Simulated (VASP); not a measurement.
Set up this calculation in VASP 6.6.1, as the native input.

```
Task                   : relaxation of cell and atoms
Functional             : vdW-DF-cx
Potentials or basis    : VASP PAW PBE potentials, release 64 (As)
Cutoff                 : 600 eV
k mesh                 : 10 × 10 × 10
Occupations            : fermi-dirac, width 0.05 eV
Spin                   : no spin polarisation
Further INCAR settings : ALGO = Fast; EDIFF = 1e-06; IBRION = 2; EDIFFG = -0.01; NSW = 40; ISIF = 3
```

The structure of As lies in POSCAR:

```
As
1.0
    2.7036817444      0.0000000000      0.0000000000
    0.0000000000      2.7036817444      0.0000000000
    0.0000000000      0.0000000000      2.7036817444
As
1
Direct
    0.5000000000      0.5000000000      0.5000000000
```

This isn't the form of As at room conditions, which is rhombohedral.

These files were run (other wordings do the same):

INCAR

```
SYSTEM = As
PREC = Accurate
ENCUT = 600
EDIFF = 1E-6
ISMEAR = -1
SIGMA = 0.05
LREAL = .False.
LASPH = .True.
NELM = 60
ALGO = Fast
ISIF = 3
LWAVE = .False.
LCHARG = .False.
GGA = CX
LUSE_VDW = .True.
AGGAC = 0.0
IBRION = 2
NSW = 40
EDIFFG = -0.01
```

KPOINTS

```
Automatic mesh
0
Gamma
  10 10 10
  0 0 0
```

Potentials or basis: VASP PAW PBE potentials, release 64 (As).

The run is started by

```console
$ cat potpaw_PBE.64/As/POTCAR > POTCAR
$ mpirun -np 1 vasp_std > vasp.out
```

It gave:

* Relaxed volume: 19.83 Å³/atom
* Relaxed cell: a = 2.707 Å, b = 2.707 Å, c = 2.707 Å, α = 90.00°, β = 90.00°, γ = 90.00°
* Space group after relaxing (to 0.05 Å): Pm-3m (No. 221)
* Energy gained by relaxing: 0.1 meV/atom
* Ionic steps: 3
* Pressure after relaxing: 0.0 GPa
* Band gap on the k mesh: none (metal or under the smearing width)

Caveat: the PAW data sets were made with another functional, which shifts forces and pressure a little.

Wall time 43 s on 1 thread of Intel(R) Xeon(R) Platinum 8259CL CPU @ 2.50GHz (Skylake/Cascade Lake) (shared host), peak memory 0.26 GiB.
